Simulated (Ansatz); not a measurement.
# Nb2NS2 MXene bilayer (AA) in a perpendicular field, part 3 of 3

Wanted: the out-of-plane response of the Nb2NS2 MXene bilayer (AA). A positive field points along +c.

Ansatz 0.2.0; plane-wave DFT, PBEsol-D3(BJ), Ansatz PAW.

So far. Step 7 (Atoms held, field -0.3 V/Å): The dipole is -0.233 e·Å. Step 8 (Response, atoms held): The induced dipole is that of a conductor 15.52 Å thick.

**9. A changed input: crystal.symmetry = {"detect": false}**

This step: plane-wave DFT, PBEsol-D3(BJ), Ansatz PAW (Ansatz 0.2.0).

A run with a changed input: it repeats the earlier run at 0.1 V/Å with crystal.symmetry to detect: false.

Contents of input.yaml:

```yaml
crystal:
  lattice:
    - [3.2341679959, 0.0, 0.0]
    - [-1.6170839979, 2.8008716445, 0.0]
    - [0.0, 0.0, 31.6115267928]
  atoms:
    - { symbol: S, position: [0.3333333333, 0.6666666667, 0.2847062737] }
    - { symbol: Nb, position: [0.6666666667, 0.3333333333, 0.3356025767] }
    - { symbol: "N", position: [0.0, 0.0, 0.3714200735] }
    - { symbol: Nb, position: [0.3333333333, 0.6666666667, 0.4073511555] }
    - { symbol: S, position: [0.6666666667, 0.3333333333, 0.4580433634] }
    - { symbol: S, position: [0.3333333333, 0.6666666667, 0.5419566366] }
    - { symbol: Nb, position: [0.6666666667, 0.3333333333, 0.5926488446] }
    - { symbol: "N", position: [0.0, 0.0, 0.6285799266] }
    - { symbol: Nb, position: [0.3333333333, 0.6666666667, 0.6643974233] }
    - { symbol: S, position: [0.6666666667, 0.3333333333, 0.7152937263] }
  symmetry: { detect: false }
kpoints:
  mp_grid: { grid: [18, 18, 1] }
  band_path:
    path: [[0, 0, 0], [0.5, 0, 0], [0.33333333, 0.33333333, 0], [0, 0, 0]]
    npoints: 16
hamiltonian:
  xc: pbesol
  dispersion: d3bj
scf:
  occupations: { method: fermi_dirac, width: 0.05 }
  convergence: { dr2_threshold: 1.0e-10 }
efield:
  axis: 3
  dipole_correction: true
  ramp_position: 0.97
  ramp_width: 0.06
  amplitude: 0.1
output:
  write_potential: true
  write_density: true
  volumetric_format: npy
```

On the command line:

```console
$ ansatz run input.yaml --threads 4 --pin off --max-ram 6144MiB --backend cpu --events-out ev --progress --plain --runs-dir out
```

Numbers of over 12 decimals in the logs are rounded to 6 here.

Output:

```text
[...]
Crystal: 10 atoms, lattice volume = 286.353 Å³
Basis set: ecut = 420 eV, 5697 PW (Γ)
Bands: 53, of which v1, the nominal top of the filled ones, is band 43 counted from 1 (42 counted from 0)
Symmetry: 1 space group operations
k-points: 164 of 324 (time reversal used)
[...]
SCF iter   1: F=—  HF=-22302.963962 eV  |F-HF|=—  |Δ(HF+E_count)|=         —  Δρ=9.15e-2  dr2=3.32e1  ethr=3.10e-3  p=0.079 e·Å  D=5.01e-2 V/Å  ΔV_dip=-1.58 eV  dr2_dipole=3.57e-4  V_vac-E_F(+/−)=6.68/5.36 eV  ⟨swp⟩=9.9  Hψ=46663  notcnv=0  defer=29
[...]
SCF iter  12: F=-22293.721162 eV  HF=-22293.721162 eV  |F-HF|=1.31e-10  |Δ(HF+E_count)|=  4.37e-11  Δρ=8.50e-8  dr2=1.66e-11  ethr=1.00e-12  p=0.078 e·Å  D=4.91e-2 V/Å  ΔV_dip=-1.55 eV  dr2_dipole=4.48e-14  V_vac-E_F(+/−)=6.03/4.68 eV  ⟨swp⟩=12.9  Hψ=30120  notcnv=0
SCF 1 converged in 12 iterations: F = -22293.721162 eV  dr2 = 1.66e-11
[...]
SCF converged after 12 iterations
Free energy (F): -22293.721162 eV
[...]
Internal energy: -22293.695515 eV  (E = F + TS)
E sigma→0 (E₀):  -22293.708338 eV
Entropy (-TS):   -0.025648 eV (-2.565 meV/atom)
Fermi energy:    4.549556 eV
Dipole field:    D = 0.049097 V/Å  (p = 0.077696 e·Å, saw-weighted, corrected)
Work function:   not extracted (applied field tilts the vacuum); planar V_es + V_field profile in the machine report
[...]
--- Band table (eV; the first three rows and the last of 164) ---
  k-point 0: bands = [... 39 lower, 3.1576, 3.8053, 3.8053, 3.8931, 3.8932, 4.0336, 4.3315, 5.2640, ... 6 higher]
  k-point 1: bands = [... 39 lower, 2.9568, 3.7094, 3.7558, 3.9964, 4.0851, 4.2268, 4.4586, 5.3993, ... 6 higher]
  k-point 2: bands = [... 39 lower, 2.9207, 3.3867, 3.4826, 4.2416, 4.3396, 4.4835, 4.7038, 5.5121, ... 6 higher]
  k-point 163: bands = [... 39 lower, 2.1449, 2.5009, 2.6592, 5.3032, 5.4254, 5.9597, 5.9781, 6.1434, ... 6 higher]
```

Elapsed: 43 s, on 4 threads of AMD EPYC 9R45, shared host; peak memory 2.6 GiB.

This step gave:

```
energy at zero smearing : -22293.7083 eV
dipole along the normal : 0.07770 e·Å
```

The electronic bands at the labelled points (eV, zero at the Fermi level):

| point | band 40 | band 41 | band 42 | band 43 | band 44 | band 45 | band 46 | band 47 |
| --- | --- | --- | --- | --- | --- | --- | --- | --- |
| Γ | -1.39 | -0.74 | -0.74 | -0.66 | -0.66 | -0.52 | -0.22 | 0.71 |
| halfway | -1.98 | -1.87 | -1.83 | 0.14 | 0.20 | 0.43 | 0.66 | 1.01 |
| M | -2.40 | -2.05 | -1.89 | 0.75 | 0.88 | 1.41 | 1.43 | 1.59 |
| halfway | -2.64 | -1.39 | -1.36 | 0.89 | 0.97 | 0.98 | 1.05 | 1.56 |
| K | -3.18 | -0.15 | -0.15 | -0.07 | -0.07 | 0.18 | 0.49 | 2.27 |
| halfway | -2.36 | -1.26 | -0.85 | -0.73 | -0.69 | 1.27 | 1.31 | 1.49 |
| Γ | -1.39 | -0.74 | -0.74 | -0.66 | -0.66 | -0.52 | -0.22 | 0.71 |

| quantity | this run | earlier run | difference |
| --- | --- | --- | --- |
| dipole along the normal (e·Å) | 0.07770 | 0.07770 | -1.7e-8 |

The dipole moves by under 0.5 % or 5e-5 e·Å.

Of the bands kept, 4 cross the Fermi level on this path.

**10. A changed input**

Another changed input: it repeats the earlier run at 0.1 V/Å with efield.amplitude from 0.1 to 0.3 and efield.dipole_correction from true to false.

input.yaml: that of step 9 with these lines changed.

```diff
@@ -16,3 +16,2 @@
     - { symbol: S, position: [0.6666666667, 0.3333333333, 0.7152937263] }
-  symmetry: { detect: false }
 kpoints:
@@ -30,6 +29,6 @@
   axis: 3
-  dipole_correction: true
+  dipole_correction: false
   ramp_position: 0.97
   ramp_width: 0.06
-  amplitude: 0.1
+  amplitude: 0.3
 output:
```

Output:

```text
[...]
Crystal: 10 atoms, lattice volume = 286.353 Å³
Basis set: ecut = 420 eV, 5697 PW (Γ)
Bands: 53, of which v1, the nominal top of the filled ones, is band 43 counted from 1 (42 counted from 0)
Symmetry: 6 space group operations
k-points: 37 of 324 (time reversal used)
[...]
SCF iter   1: F=—  HF=-22296.778171 eV  |F-HF|=—  |Δ(HF+E_count)|=         —  Δρ=3.65e-2  dr2=2.53e2  ethr=1.77e-3  p=-0.001 e·Å  V_vac-E_F(+/−)=9.96/1.86 eV  ⟨swp⟩=10.9  Hψ=11398  notcnv=0  defer=17
[...]
SCF iter  13: F=-22293.785992 eV  HF=-22293.785992 eV  |F-HF|=4.00e-11  |Δ(HF+E_count)|=  1.82e-11  Δρ=3.72e-8  dr2=3.69e-12  ethr=1.00e-12  p=0.458 e·Å  V_vac-E_F(+/−)=9.20/2.45 eV  ⟨swp⟩=2.5  Hψ=3526  notcnv=0
SCF 1 converged in 13 iterations: F = -22293.785992 eV  dr2 = 3.69e-12
[...]
SCF converged after 13 iterations
Free energy (F): -22293.785992 eV
[...]
Internal energy: -22293.760272 eV  (E = F + TS)
E sigma→0 (E₀):  -22293.773132 eV
Entropy (-TS):   -0.025719 eV (-2.572 meV/atom)
Fermi energy:    4.541116 eV
Dipole field:    D = 0.289612 V/Å  (p = 0.458307 e·Å, saw-weighted)
Work function:   not extracted (applied field tilts the vacuum); planar V_es + V_field profile in the machine report
[...]
--- Band table (eV; the first three rows and the last of 37) ---
  k-point 0: bands = [... 39 lower, 3.1539, 3.7901, 3.7901, 3.8915, 3.8915, 4.0234, 4.3242, 5.2521, ... 6 higher]
  k-point 1: bands = [... 39 lower, 2.9534, 3.6932, 3.7555, 3.9824, 4.0822, 4.2160, 4.4517, 5.3867, ... 6 higher]
  k-point 2: bands = [... 39 lower, 2.9148, 3.3754, 3.4780, 4.2289, 4.3354, 4.4723, 4.6971, 5.4992, ... 6 higher]
  k-point 36: bands = [... 39 lower, 1.3618, 4.3849, 4.3971, 4.4634, 4.4832, 4.7240, 5.0319, 6.8001, ... 6 higher]
```

Run time: 13 s. Hardware: 4 threads; peak memory 1.1 GiB; 49 s of CPU time.

| quantity | this run | earlier run | difference |
| --- | --- | --- | --- |
| dipole along the normal (e·Å) | 0.4583 | 0.07770 | 0.38 |

The applied field differs, and the slope found earlier predicts a dipole of 0.233 e·Å; this run gives 0.458 e·Å, 0.23 e·Å more.

With the dipole correction off, the periodic images add a field of their own to the typed one.

These numbers are not those of the isolated slab.

**11. Results**

| Item | Value |
| --- | --- |
| gap without field | none |
| work function, upper face | 5.38 eV |
| equivalent conductor thickness, atoms held | 15.5 Å |

The induced dipole equals that of a perfect conductor 15.52 Å thick, while the outer atoms lie 13.61 Å apart. There is no gap over 0.03 eV, with or without the field. The first relaxation ran with spin and lost its moment, and the later runs have none; other magnetic states were not tried. Spin-orbit coupling is left out. The MXene's terminations sit over the metal atoms of its far layer; the site over carbon or nitrogen, which some compounds prefer, was not run. With this functional, D3(BJ) tends to leave the relaxed cell short of measured lattice constants, by some per cent.

[Logs are printed without paths, hosts, clocks, repeated set-up lines and the standing remarks that a program may print on its own settings, such as how far it seeks lower states.]

[Hosts, paths, dates, database ids (printed as entryN), source tags and the programs' standing remarks are cut or masked in the printed files.]

[Maps of the electrostatic potential energy from Ansatz leave out the sawtooth potential of an applied field or a dipole correction, so their vacuum need not be flat; planar profiles and work functions include it.]
